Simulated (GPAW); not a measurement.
# MgO (Fm-3m) in GPAW: a series of runs

The runs below take MgO through relaxation of cell and atoms, single point, with PBE+D3(BJ), PBE+D4, PBE, LDA.

All numbers are computed with GPAW 26.7.0; they aren't measurements. Logs are shortened: lines on timing, memory, paths and dates and some standing lists are left out, and cuts for length are marked. The log counts tension as positive stress, the text compression.

**Experimental background.**

From “Electronic structure of alkaline earth and post-transition metal oxides”, 2009, arxiv:0908.1581, for a bulk crystal of MgO: band gap 7.83 eV.

The runs below are set against these values where they give the same quantity.

### Step 1. Starting point

Symmetry: Fm-3m, No. 225, cubic system. Conventional cell: a = 4.194 Å, b = 4.194 Å, c = 4.194 Å, α = 90.00°, β = 90.00°, γ = 90.00°. Mg (site symmetry m-3m) is surrounded by 6 O at 2.10 Å. O (site symmetry m-3m) has 6 Mg at 2.10 Å as nearest neighbours.

The cell is a database's computed one.

### Step 2. Relaxation of cell and atoms, PBE+D3(BJ)

File run.py:

```python
from ase.calculators.mixing import SumCalculator
from ase.filters import FrechetCellFilter
from ase.io import read, write
from ase.optimize import LBFGS
from dftd3.ase import DFTD3
from gpaw import GPAW, PW

atoms = read('POSCAR')

calc = GPAW(mode=PW(800),
            xc='PBE',
            kpts={'size': (11, 11, 11), 'gamma': True},
            occupations={'name': 'fermi-dirac', 'width': 0.05},
            nbands=16,
            convergence={'density': 1e-05, 'forces': 0.0001},
            maxiter=150,
            txt='gpaw.txt')
atoms.calc = SumCalculator([calc, DFTD3(method='pbe', damping='d3bj')])
opt = LBFGS(FrechetCellFilter(atoms), trajectory='relax.traj', logfile='-')
done = opt.run(fmax=0.02, steps=40)
calc.write('gs.gpw')
write('result.traj', atoms)
print('Converged:', done)
print('Cell:', atoms.cell.cellpar().round(4))
print('Volume:', round(atoms.get_volume(), 4))
print(atoms.get_scaled_positions().round(5))
```

File POSCAR:

```
MgO
1.0
    0.0000000000      2.0970013927      2.0970013927
    2.0970013927      0.0000000000      2.0970013927
    2.0970013927      2.0970013927      0.0000000000
Mg O
1 1
Direct
    0.0000000000      0.0000000000      0.0000000000
    0.5000000000      0.5000000000      0.5000000000
```

Potentials or basis: GPAW PAW data sets (gpaw-data 1.2.1), pw.

Command:

```bash
> OMP_NUM_THREADS=1 python run.py
```

gpaw.txt:

```text
__  _  _
 | _ |_)|_||  |
 |__||  | ||/\| - 26.7.0

Input parameters:
  mode=PW(ecut=800.0),
  convergence={'density': 1e-05, 'forces': 0.0001},
  kpts=MonkhorstPack(size=(11, 11, 11), gamma=True),
  maxiter=150,
  nbands=16,
  occupations=Occupations(name='fermi-dirac', width=0.05),
  xc=XC(name='PBE')

Diagonalizing LCAO Hamiltonian
Converting LCAO to pw mode

              O

       Mg

Atoms  # Å, Bohr magnetons
|   | symbol |        x |        y |        z |    initial magnetic moments |
|---|--------|----------|----------|----------|-----------------------------|
| 0 |     Mg | 0.000000 | 0.000000 | 0.000000 | ( 0.0000,  0.0000,  0.0000) |
| 1 |      O | 2.097001 | 2.097001 | 2.097001 | ( 0.0000,  0.0000,  0.0000) |

Unit cell  # Å
| periodic |        x |        y |        z |  lengths |    angles |
|----------|----------|----------|----------|----------|-----------|
|      yes | 0.000000 | 2.097001 | 2.097001 | 2.965608 | 60.000000 |
|      yes | 2.097001 | 0.000000 | 2.097001 | 2.965608 | 60.000000 |
|      yes | 2.097001 | 2.097001 | 0.000000 | 2.965608 | 60.000000 |

Number of symmetries: 48
Symmetry operations  # r_c * U_cc + t_c -> r_c
|    | kind |            matrix            |
|----|------|------------------------------|
|  0 |  σ   |  1, 0, 0,  1, 0,-1,  1,-1, 0 |
|  1 |  C2  |  1, 0, 0,  1,-1, 0,  1, 0,-1 |
|  2 |  E   |  1, 0, 0,  0, 1, 0,  0, 0, 1 |
|  3 |  σ   |  1, 0, 0,  0, 0, 1,  0, 1, 0 |
|  4 |  C4  |  1, 0,-1,  1, 0, 0,  1,-1, 0 |
|  5 |  S6  |  1, 0,-1,  1,-1, 0,  1, 0, 0 |
|  6 |  σ   |  1, 0,-1,  0, 1,-1,  0, 0,-1 |
|  7 |  C3  |  1, 0,-1,  0, 0,-1,  0, 1,-1 |
|  8 |  S6  |  1,-1, 0,  1, 0, 0,  1, 0,-1 |
|  9 |  C4  |  1,-1, 0,  1, 0,-1,  1, 0, 0 |
| 10 |  C3  |  1,-1, 0,  0,-1, 1,  0,-1, 0 |
| 11 |  σ   |  1,-1, 0,  0,-1, 0,  0,-1, 1 |
| 12 |  σ   |  0, 1, 0,  1, 0, 0,  0, 0, 1 |
| 13 |  C4  |  0, 1, 0,  0, 1,-1, -1, 1, 0 |
[... 224 lines left out ...]
Stress tensor  # eV/Ang^3
|         x |         y |         z |
|-----------|-----------|-----------|
| -0.043482 |  0.000000 |  0.000000 |
|  0.000000 | -0.043482 | -0.000000 |
|  0.000000 | -0.000000 | -0.043482 |

Forces  # eV/Ang
|       x |        y |        z |
|---------|----------|----------|
| 0.00000 | -0.00000 | -0.00000 |  # Mg   0
| 0.00000 | -0.00000 |  0.00000 |  # O    1

Interpolating wave functions to new cell

              O

       Mg

Atoms  # Å, Bohr magnetons
|   | symbol |        x |        y |        z |    initial magnetic moments |
|---|--------|----------|----------|----------|-----------------------------|
| 0 |     Mg | 0.000000 | 0.000000 | 0.000000 | ( 0.0000,  0.0000,  0.0000) |
| 1 |      O | 2.098429 | 2.098429 | 2.098429 | ( 0.0000,  0.0000,  0.0000) |

Unit cell  # Å
| periodic |         x |        y |        z |  lengths |    angles |
|----------|-----------|----------|----------|----------|-----------|
|      yes | -0.000000 | 2.098429 | 2.098429 | 2.967626 | 60.000000 |
|      yes |  2.098429 | 0.000000 | 2.098429 | 2.967626 | 60.000000 |
|      yes |  2.098429 | 2.098429 | 0.000000 | 2.967626 | 60.000000 |

Number of symmetries: 48
Symmetry operations  # r_c * U_cc + t_c -> r_c
|    | kind |            matrix            |
|----|------|------------------------------|
|  0 |  σ   |  1, 0, 0,  1, 0,-1,  1,-1, 0 |
|  1 |  C2  |  1, 0, 0,  1,-1, 0,  1, 0,-1 |
|  2 |  E   |  1, 0, 0,  0, 1, 0,  0, 0, 1 |
|  3 |  σ   |  1, 0, 0,  0, 0, 1,  0, 1, 0 |
|  4 |  C4  |  1, 0,-1,  1, 0, 0,  1,-1, 0 |
|  5 |  S6  |  1, 0,-1,  1,-1, 0,  1, 0, 0 |
|  6 |  σ   |  1, 0,-1,  0, 1,-1,  0, 0,-1 |
|  7 |  C3  |  1, 0,-1,  0, 0,-1,  0, 1,-1 |
|  8 |  S6  |  1,-1, 0,  1, 0, 0,  1, 0,-1 |
|  9 |  C4  |  1,-1, 0,  1, 0,-1,  1, 0, 0 |
| 10 |  C3  |  1,-1, 0,  0,-1, 1,  0,-1, 0 |
| 11 |  σ   |  1,-1, 0,  0,-1, 0,  0,-1, 1 |
| 12 |  σ   |  0, 1, 0,  1, 0, 0,  0, 0, 1 |
| 13 |  C4  |  0, 1, 0,  0, 1,-1, -1, 1, 0 |
[... 221 lines left out ...]
Stress tensor  # eV/Ang^3
|         x |         y |         z |
|-----------|-----------|-----------|
| -0.041203 | -0.000000 | -0.000000 |
| -0.000000 | -0.041203 |  0.000000 |
| -0.000000 |  0.000000 | -0.041203 |

Forces  # eV/Ang
|        x |       y |        z |
|----------|---------|----------|
| -0.00000 | 0.00000 | -0.00000 |  # Mg   0
|  0.00000 | 0.00000 |  0.00000 |  # O    1

Interpolating wave functions to new cell

              O

       Mg

Atoms  # Å, Bohr magnetons
|   | symbol |        x |        y |        z |    initial magnetic moments |
|---|--------|----------|----------|----------|-----------------------------|
| 0 |     Mg | 0.000000 | 0.000000 | 0.000000 | ( 0.0000,  0.0000,  0.0000) |
| 1 |      O | 2.103962 | 2.103962 | 2.103962 | ( 0.0000,  0.0000,  0.0000) |

Unit cell  # Å
| periodic |         x |         y |         z |  lengths |    angles |
|----------|-----------|-----------|-----------|----------|-----------|
|      yes | -0.000000 |  2.103962 |  2.103962 | 2.975452 | 60.000000 |
|      yes |  2.103962 | -0.000000 |  2.103962 | 2.975452 | 60.000000 |
|      yes |  2.103962 |  2.103962 | -0.000000 | 2.975452 | 60.000000 |

Number of symmetries: 48
Symmetry operations  # r_c * U_cc + t_c -> r_c
|    | kind |            matrix            |
|----|------|------------------------------|
|  0 |  σ   |  1, 0, 0,  1, 0,-1,  1,-1, 0 |
|  1 |  C2  |  1, 0, 0,  1,-1, 0,  1, 0,-1 |
|  2 |  E   |  1, 0, 0,  0, 1, 0,  0, 0, 1 |
|  3 |  σ   |  1, 0, 0,  0, 0, 1,  0, 1, 0 |
|  4 |  C4  |  1, 0,-1,  1, 0, 0,  1,-1, 0 |
|  5 |  S6  |  1, 0,-1,  1,-1, 0,  1, 0, 0 |
|  6 |  σ   |  1, 0,-1,  0, 1,-1,  0, 0,-1 |
|  7 |  C3  |  1, 0,-1,  0, 0,-1,  0, 1,-1 |
|  8 |  S6  |  1,-1, 0,  1, 0, 0,  1, 0,-1 |
|  9 |  C4  |  1,-1, 0,  1, 0,-1,  1, 0, 0 |
| 10 |  C3  |  1,-1, 0,  0,-1, 1,  0,-1, 0 |
| 11 |  σ   |  1,-1, 0,  0,-1, 0,  0,-1, 1 |
| 12 |  σ   |  0, 1, 0,  1, 0, 0,  0, 0, 1 |
| 13 |  C4  |  0, 1, 0,  0, 1,-1, -1, 1, 0 |
[... 222 lines left out ...]
Stress tensor  # eV/Ang^3
|         x |         y |         z |
|-----------|-----------|-----------|
| -0.032575 |  0.000000 |  0.000000 |
|  0.000000 | -0.032575 |  0.000000 |
|  0.000000 |  0.000000 | -0.032575 |

Forces  # eV/Ang
|        x |       y |        z |
|----------|---------|----------|
| -0.00000 | 0.00000 |  0.00000 |  # Mg   0
|  0.00000 | 0.00000 | -0.00000 |  # O    1

# Writing to gs.gpw (mode='')
```

stdout:

```text
Step          Energy          fmax
LBFGS:    0      -12.789414        0.095259
LBFGS:    1      -12.789789        0.075701
LBFGS:    2      -12.790547        0.000998
Converged: True
Cell: [ 2.9755  2.9755  2.9755 60.     60.     60.    ]
Volume: 18.627
[[0.  0.  0. ]
 [0.5 0.5 0.5]]
```

Wall time 18 s (1 thread of Intel Xeon 6975P-C (Granite Rapids), shared host); peak memory 0.2 GiB.

Results:

| Property | Result |
| --- | --- |
| Free energy | -12.7905 eV |
| Relaxed volume | 9.31 Å³/atom |
| Relaxed cell | a = 2.975 Å, b = 2.975 Å, c = 2.975 Å, α = 60.00°, β = 60.00°, γ = 60.00° |
| Space group after relaxing (to 0.05 Å) | Fm-3m (No. 225) |
| Energy gained by relaxing | 0.6 meV/atom |
| Ionic steps | 3 |
| Pressure after relaxing | 0.0 GPa |
| Band gap on the k mesh | 4.80 eV, direct |
| Dispersion energy per atom | -0.294 eV |

The path:
```
step  energy change (eV)  largest force (eV/Å)  pressure (GPa)  volume (Å³)
   1              0.0000                0.0000            1.66        18.44
   2             -0.0004                0.0000            1.31        18.48
   3             -0.0011                0.0000            0.02        18.63
```

Final structure:
```
Mg O
1.0
     0.00000    2.10396    2.10396
     2.10396    0.00000    2.10396
     2.10396    2.10396    0.00000
Mg O
1 1
Direct
  0.00000 0.00000 0.00000
  0.50000 0.50000 0.50000
```

Levels at points of the mesh, in eV from the valence-band top:
| k point | band 4 | band 5 | band 6 | band 7 | band 8 | band 9 | band 10 | band 11 | band 12 |
| --- | --- | --- | --- | --- | --- | --- | --- | --- | --- |
| (0.00, 0.00, 0.00) | -39.14 | -17.23 | 0.00 | 0.00 | 0.00 | 4.80 | 15.85 | 15.85 | 15.85 |

Caveat: later steps reuse the first step's grids.

### Step 3. Relaxation of cell and atoms, PBE+D4

run.py, as its differences from that of step 2:

```diff
@@ -3,4 +3,4 @@
 from ase.io import read, write
-from ase.optimize import LBFGS
-from dftd3.ase import DFTD3
+from ase.optimize import BFGS
+from dftd4.ase import DFTD4
 from gpaw import GPAW, PW
@@ -17,5 +17,5 @@
             txt='gpaw.txt')
-atoms.calc = SumCalculator([calc, DFTD3(method='pbe', damping='d3bj')])
-opt = LBFGS(FrechetCellFilter(atoms), trajectory='relax.traj', logfile='-')
-done = opt.run(fmax=0.02, steps=40)
+atoms.calc = SumCalculator([calc, DFTD4(method='pbe')])
+opt = BFGS(FrechetCellFilter(atoms), trajectory='relax.traj', logfile='-')
+done = opt.run(fmax=0.02, steps=60)
 calc.write('gs.gpw')
```

POSCAR is that of step 2.

Potentials or basis: GPAW PAW data sets (gpaw-data 1.2.1), pw.

Command:

```bash
> OMP_NUM_THREADS=1 python run.py
```

Wall time 43 s (1 thread of Intel Xeon 6975P-C (Granite Rapids), shared host); peak memory 0.25 GiB.

The run converged. Its results:

| Item | Value |
| --- | --- |
| Free energy | -12.5373 eV |
| Relaxed volume | 9.43 Å³/atom |
| Relaxed cell | a = 2.988 Å, b = 2.988 Å, c = 2.988 Å, α = 60.00°, β = 60.00°, γ = 60.00° |
| Space group after relaxing (to 0.05 Å) | Fm-3m (No. 225) |
| Energy gained by relaxing | 2.6 meV/atom |
| Ionic steps | 3 |
| Pressure after relaxing | 0.1 GPa |
| Band gap on the k mesh | 4.68 eV, direct |
| Dispersion energy per atom | -0.164 eV |

The path:
| step | energy change (eV) | largest force (eV/Å) | pressure (GPa) | volume (Å³) |
| --- | --- | --- | --- | --- |
| 1 | 0.0000 | 0.0000 | 3.72 | 18.44 |
| 2 | -0.0019 | 0.0000 | 2.94 | 18.53 |
| 3 | -0.0053 | 0.0000 | 0.06 | 18.86 |

Final structure:
```
Mg O
1.0
     0.00007    2.11267    2.11267
     2.11267    0.00007    2.11267
     2.11267    2.11267    0.00007
Mg O
1 1
Direct
  0.00000 0.00000 0.00000
  0.50000 0.50000 0.50000
```

Levels at points of the mesh, in eV from the valence-band top:
```
           k point  band 5  band 6  band 7  band 8  band 9  band 10  band 11  band 12
(0.00, 0.00, 0.00)  -17.17    0.00    0.00    0.00    4.68    15.78    15.78    15.78
```

Caveat: later steps reuse the first step's grids.

### Step 4. Single point, PBE

File run.py:

```python
from ase.dft.bandgap import bandgap
from ase.io import read, write
from ase.units import GPa
from gpaw import GPAW, PW

atoms = read('POSCAR')

calc = GPAW(mode=PW(800),
            xc='PBE',
            kpts={'size': (11, 11, 11), 'gamma': True},
            occupations={'name': 'methfessel-paxton', 'order': 0, 'width': 0.011},
            nbands=16,
            convergence={'density': 1e-05, 'energy': 1e-05},
            maxiter=150,
            txt='gpaw.txt')
atoms.calc = calc
energy = atoms.get_potential_energy()
forces = atoms.get_forces()
stress = atoms.get_stress()
calc.write('gs.gpw')
write('result.traj', atoms)
print(f'Energy: {energy:.6f} eV')
print('Forces (eV/A):')
print(forces.round(4))
print('Stress (GPa):', (stress / GPa).round(3))
print('Fermi level:', round(calc.get_fermi_level(), 4), 'eV')
print(f'Gap: {bandgap(calc)[0]:.4f} eV, direct: {bandgap(calc, direct=True)[0]:.4f} eV')
```

POSCAR is that of step 3.

Command:

```bash
> OMP_NUM_THREADS=1 python run.py
```

It took 7.9 s on 1 thread of Intel Xeon 6975P-C (Granite Rapids), shared host; peak memory 0.16 GiB.

The run converged. Its results:

```yaml
Free_energy: -12.1958 eV
Pressure: 7.0 GPa
Band_gap_on_the_k_mesh: 4.89 eV, direct
```

Levels at points of the mesh, in eV from the valence-band top:
| k point | band 6 | band 7 | band 8 | band 9 | band 10 | band 11 |
| --- | --- | --- | --- | --- | --- | --- |
| (0.00, 0.00, 0.00) | 0.00 | 0.00 | 0.00 | 4.89 | 15.90 | 15.90 |

(Part 1 of 2 ends here.)
